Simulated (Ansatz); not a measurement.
AlCu3 under changes of volume

One of the cells (12.044 Å³/atom); the others are scaled copies at fixed shape and fractional positions:

```
Cu Al
1.0
     0.00000    2.88801    2.88801
     2.88801    0.00000    2.88801
     2.88801    2.88801    0.00000
Cu Al
3 1
Direct
  0.75000 0.75000 0.75000
  0.25000 0.25000 0.25000
  0.50000 0.50000 0.50000
  0.00000 0.00000 0.00000
```

The cell comes from a database or a generator and needn't be the stable form of this composition.

* Program: Ansatz 0.2.0
* Functional: PBEsol
* Potentials or basis: Ansatz PAW
* Cutoff: 420 eV (not typed: the program's choice for these potentials)
* k mesh: 8 × 8 × 8
* Occupations: fermi-dirac, width 0.05 eV
* Spin: no spin polarisation

```csv
volume (Å³/atom),energy over the lowest point (meV/atom),pressure (GPa)
11.321,19.15,9.9
11.562,7.35,5.9
11.803,?,?
12.044,0.00,-0.8
12.285,3.31,-3.6
12.526,10.61,-6.1
12.767,21.47,-8.3
```

Problem. What does the run at 11.803 Å³/atom give?

Solution. Energy over the lowest point 1.16 meV/atom; pressure 2.4 GPa.

Worked out: A Birch-Murnaghan fit of order 3 (a polynomial in V^(-2/3)) to the other rows has its minimum at 11.98 Å³/atom with B0 = V·E''(V) = 152 GPa and B' = 4.7. It gives 1.17 meV/atom at 11.803 Å³/atom, against the run's 1.16, and -dE/dV = 2.4 GPa, against 2.4.

Energies are extrapolated to zero smearing.

Caveats: the PAW data sets come from PBE, with cores solved anew for the run's functional, which leaves a small shift of forces and pressure.
